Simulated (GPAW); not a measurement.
CdSe: band structure with PBEsol

CdSe:

```
Cd Se
1.0
     0.00000    3.07027    3.07027
     3.07027    0.00000    3.07027
     3.07027    3.07027    0.00000
Cd Se
1 1
Direct
  0.00000 0.00000 0.00000
  0.25000 0.25000 0.25000
```

Measurements of this composition are mostly on another form, of space group No. 186.

```yaml
Program: GPAW 26.7.0
Task: band structure
Functional: PBEsol
Potentials_or_basis: PAW data sets generated in the run's folder for this functional
Cutoff: 600 eV
Basis: pw
k_mesh: 8 × 8 × 8
Occupations: fermi-dirac, width 0.05 eV
Spin: spin-orbit coupling, no magnetisation
Maxiter: 150
Band_path: GXWKGLUWLK,UX
Band_points: 60
spin_axis_theta_degrees: 0
spin_axis_phi_degrees: 0
Soc_after_scf: second variation
```

```
Pressure                : -1.6 GPa
Band gap on the k mesh  : 0.29 eV, direct
Band gap along the path : 0.29 eV, direct
```

Levels at the corners of the path, in eV from the valence-band top:
```
point  band 16  band 17  band 18  band 19  band 20  band 21
    Γ     0.00     0.00     0.00     0.29     0.29     5.41
    X    -1.99    -1.86    -1.86     2.93     2.93     3.53
    W    -2.26    -2.23    -2.23     4.62     4.82     4.96
    K    -2.54    -1.59    -1.59     3.47     3.48     4.82
    Γ     0.00     0.00     0.00     0.29     0.29     5.41
    L    -0.98    -0.73    -0.73     2.12     2.12     6.13
    U    -2.54    -1.59    -1.59     3.47     3.48     4.82
    W    -2.26    -2.23    -2.23     4.62     4.82     4.96
    L    -0.98    -0.73    -0.73     2.12     2.12     6.13
    K    -2.54    -1.59    -1.59     3.47     3.48     4.82
    U    -2.54    -1.59    -1.59     3.47     3.48     4.82
    X    -1.99    -1.86    -1.86     2.93     2.93     3.53
```

It took 49 s on 1 thread of Arm Neoverse V1 (shared host), peak memory 0.31 GiB.

Caveat: spin-orbit coupling was added after a scalar SCF, so levels and gaps hold it while energy, forces, pressure and moments don't; this program's spin-orbit splittings come out too wide for heavy elements.
